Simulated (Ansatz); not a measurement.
Theory: DFT PBE, scalar-relativistic, plane waves, PAW in Ansatz. All cells share a 420 eV cutoff and Γ-centred k meshes spaced at most about 0.3 Å⁻¹ (about 0.25 or finer for metals, 2π included). No spin polarisation.

These are static total energies at zero pressure.

Two relaxed structures of BaHf₃O₂:

A.

```
Ba Hf O
1.0
     3.16703    0.00000    0.00000
     0.00000    3.16703    0.00000
     0.00000    0.00000   10.79913
Ba Hf O
1 3 2
Direct
  0.00000 0.00000 0.50000
  0.50000 0.50000 0.79046
  0.50000 0.50000 0.20954
  0.00000 0.00000 0.00000
  0.00000 0.00000 0.22939
  0.00000 0.00000 0.77061
```

B.

```
Ba Hf O
1.0
     3.07889    0.00000    0.00000
     0.00000    3.07889    0.00000
     0.00000    0.00000   12.31769
Ba Hf O
1 3 2
Direct
  0.50000 0.50000 0.50000
  0.00000 0.00000 0.00000
  0.00000 0.00000 0.75945
  0.00000 0.00000 0.24055
  0.50000 0.50000 0.73115
  0.50000 0.50000 0.26886
```

Task: Which would you expect to be lower, and how large is the difference?

Result: A is lower, by 0.37 eV/atom. A has space group P4/mmm (No. 123), 18.1 Å³/atom and no gap on its mesh; B has space group P4/mmm (No. 123), 19.5 Å³/atom and no gap. Counting O atoms around Ba and Hf (those within 1.25 times the shortest such distance or 1.15 times the sum of covalent radii; the shortest distance is added where it is long for a bond; a slash parts the counts of unlike sites), A has Ba 2, Hf 2/4 and B has Ba 2, Hf 4/8 from 4.0 Å. The denser one is the lower, and pressure would at first widen the difference. In A, Ba is surrounded by 2 O at 2.92 Å, 4 Ba at 3.17 Å, 8 Hf at 3.85 Å, 8 O at 4.31 Å and 4 Ba at 4.48 Å; around Hf on a site of symmetry 4mm lie 4 O at 2.25 Å, 8 Hf at 3.17–3.18 Å and 4 Ba at 3.85 Å; O has 4 Hf at 2.25 Å, 1 Hf at 2.48 Å and 1 Ba at 2.92 Å; 1 more site not described. In B, around Ba lie 2 O at 2.85 Å, 4 Ba at 3.08 Å, 8 Hf at 3.87 Å, 8 O at 4.19 Å and 4 Ba at 4.35 Å; around Hf on a site of symmetry 4/mmm lie 6 Hf at 2.96–3.08 Å; O is surrounded by 4 Hf at 2.20 Å and 1 Ba at 2.85 Å; 1 more site not described. Both come from invented guesses.

These runs have no spin–orbit coupling, which can matter for Hf. Cells relaxed within their symmetry can be saddle points.
